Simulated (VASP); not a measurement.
## SnO2 (Cassiterite): dielectric tensor with LDA

The system is SnO2 (Cassiterite).

```
CELL_PARAMETERS angstrom
4.73800 0.00000 0.00000
0.00000 4.73800 0.00000
0.00000 0.00000 3.18650
ATOMIC_POSITIONS crystal
Sn 0.50000 0.50000 0.50000
Sn 0.00000 0.00000 0.00000
O 0.80710 0.19290 0.50000
O 0.69290 0.69290 0.00000
O 0.19290 0.80710 0.50000
O 0.30710 0.30710 0.00000
```

```
Program                : VASP 6.6.1
Task                   : dielectric tensor
Functional             : LDA
Potentials or basis    : VASP PAW LDA potentials, release 64 (Sn_d, O)
Cutoff                 : 520 eV
k mesh                 : 6 × 6 × 8
Occupations            : gaussian, width 0.02 eV
Spin                   : no spin polarisation
Ladder                 : free
Further INCAR settings : ALGO = Normal; EDIFF = 1e-08
```

```yaml
Band_gap_on_the_k_mesh: 1.17 eV, direct
Electronic_dielectric_tensor_diagonal: 4.35, 4.35, 4.64
Born_charges_mean_of_the_diagonal: Sn +4.20; O -2.10 e
```

Levels at points of the mesh, in eV from the valence-band top:
| k point | band 23 | band 24 | band 25 | band 26 | band 27 | band 28 | band 29 | band 30 |
| --- | --- | --- | --- | --- | --- | --- | --- | --- |
| (0.00, 0.00, 0.00) | -1.26 | -0.81 | -0.81 | 0.00 | 1.17 | 5.92 | 6.09 | 6.09 |
| (0.50, 0.00, 0.00) | -1.23 | -1.23 | -0.66 | -0.66 | 4.31 | 4.31 | 6.82 | 6.82 |
| (0.50, 0.50, 0.00) | -1.35 | -1.35 | -0.92 | -0.92 | 4.68 | 4.68 | 7.30 | 7.30 |
| (0.00, 0.00, 0.50) | -1.71 | -1.71 | -1.28 | -1.28 | 6.04 | 6.04 | 9.50 | 9.50 |
| (0.50, 0.00, 0.50) | -1.13 | -1.13 | -0.73 | -0.73 | 6.32 | 6.32 | 7.84 | 7.84 |
| (0.50, 0.50, 0.50) | -1.00 | -1.00 | -0.85 | -0.85 | 4.73 | 4.73 | 8.58 | 8.58 |

Electronic dielectric tensor:
```
4.35 0.00 0.00
0.00 4.35 0.00
0.00 0.00 4.64
```

Born effective charge tensors (e):
atom 1, Sn
```
 4.07 -0.45  0.00
-0.45  4.07  0.00
 0.00  0.00  4.46
```
atom 2, Sn
```
4.07 0.45 0.00
0.45 4.07 0.00
0.00 0.00 4.46
```
atom 3, O
```
-2.03  0.69  0.00
 0.69 -2.03  0.00
 0.00  0.00 -2.23
```
atom 4, O
```
-2.03 -0.69  0.00
-0.69 -2.03  0.00
 0.00  0.00 -2.23
```
atom 5, O
```
-2.03  0.69  0.00
 0.69 -2.03  0.00
 0.00  0.00 -2.23
```
atom 6, O
```
-2.03 -0.69  0.00
-0.69 -2.03  0.00
 0.00  0.00 -2.23
```

Run time: 5.1 min on 4 MPI ranks on Intel(R) Xeon(R) Platinum 8259CL CPU @ 2.50GHz (Skylake/Cascade Lake) (shared host), peak memory 0.49 GiB a rank.

Caveat: spin-orbit coupling is left out, which moves the levels of the heavy elements.
